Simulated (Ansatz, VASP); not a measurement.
Ir: VASP beside Ansatz

```
Ir
1.0
    -1.36719    1.36719    4.29178
     1.36719   -1.36719    4.29178
     1.36719    1.36719   -4.29178
Ir
2
Direct
  0.14377 0.14377 0.00000
  0.85623 0.85623 0.00000
```

Alike in both runs: functional PBE; k mesh 28 × 28 × 28; occupations gaussian, width 0.1 eV; no spin polarisation.

Ansatz relaxed the structure, and its values are those at the end. VASP's run is a single point on that final structure, the one shown.

```csv
,VASP,Ansatz
version,VASP 6.6.1,Ansatz 0.2.0
potentials or method,"VASP PAW PBE potentials, release 64 (Ir)","scalar-relativistic, plane waves, PAW"
plane-wave cutoff (eV),520,420
valence electrons in the cell,18,34
```

|  | VASP | Ansatz | Ansatz less VASP |
| --- | --- | --- | --- |
| gap on the k mesh at the Fermi level (eV) | none | none | - |
| pressure (GPa) | 0.3 | 0.0 | -0.29 |
| rms of the force components (eV/Å) | 0.018 | 0.000 | -0.0176 |

A gap of «none» marks a metal or a gap that the smearing closes. The two sets of potentials don't hold the same shells in valence.

The runs have no spin-orbit coupling, so splittings on Ir are missing.
